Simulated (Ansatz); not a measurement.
CaO (wurtzite) (it has left that coordination), relaxed with r2SCAN in Ansatz 0.2.0: space group P6_3/mmc (No. 194), hexagonal; conventional cell a = 3.981 Å, c = 4.770 Å, 16.37 Å³ an atom. Ca has 5 O at 2.30–2.39 Å; O has 5 Ca at 2.30–2.39 Å. It was then strained (isotropic on every length), atoms relaxed again within the symmetry left. Unstrained, HSE06 gives 4.579 eV (Γ, 6×6×4 mesh), and the band edges keep their places in every row. Stress is positive in compression. No spin polarisation. The prototype was imposed, so other structures may be more stable.

Axes as in this cell:
```
CELL_PARAMETERS angstrom
3.98084 0.00000 0.00000
-1.99042 3.44751 0.00000
0.00000 0.00000 4.77044
ATOMIC_POSITIONS crystal
Ca 0.33333 0.66667 0.93750
Ca 0.66667 0.33333 0.43750
O 0.33333 0.66667 0.43750
O 0.66667 0.33333 0.93750
```

```csv
strain (%),ln(V/V₀),"ΔE_g, HSE06 (eV)","Δpressure, r2SCAN (GPa)"
-3.0,-0.0914,+0.365,+10.45
+1.5,+0.0447,-0.179,-3.83
+3.0,+0.0887,-0.355,-6.93
```

(1) Fit ΔE_g = a x + b x² to these rows by least squares, with x = ln(V/V₀).

(2) Fit the change of pressure in the same way.

(3) Predict the withheld row at -2.5 % (x = -0.0760).

## Answers

(1) The normal equations take Σx² = 1.822e-02, Σx³ = 2.363e-05, Σx⁴ = 1.357e-04, ΣxΔE = -7.285e-02 and Σx²ΔE = -1.015e-04, and give a = -4.00 eV, b = -0.1 eV; the largest residual is 0.000 eV. a is the volume deformation potential of this gap.

(2) Δpressure = -95.8 x + (202) x² GPa. So B₀ = 95.8 GPa and B′ ≈ 2 × 202/95.8 = 4.2; two terms over so wide a range bias B₀ by a few per cent and B′ by more; the gap's pressure coefficient at zero is −a/B₀ = +42 meV/GPa, with HSE06's a and r2SCAN's B₀. With the axis ratios held, these aren't quite the hydrostatic values.

(3) ΔE_g ≈ -4.00 × (-0.0760) + (-0.1) × (-0.0760)² = +0.303 eV, and Δpressure ≈ +8.45 GPa. The runs give +0.304 eV and +8.40 GPa, off by +0.001 eV and -0.05 GPa.

The meshes of the hybrids are coarse, so their gaps aren't converged to the digits shown.
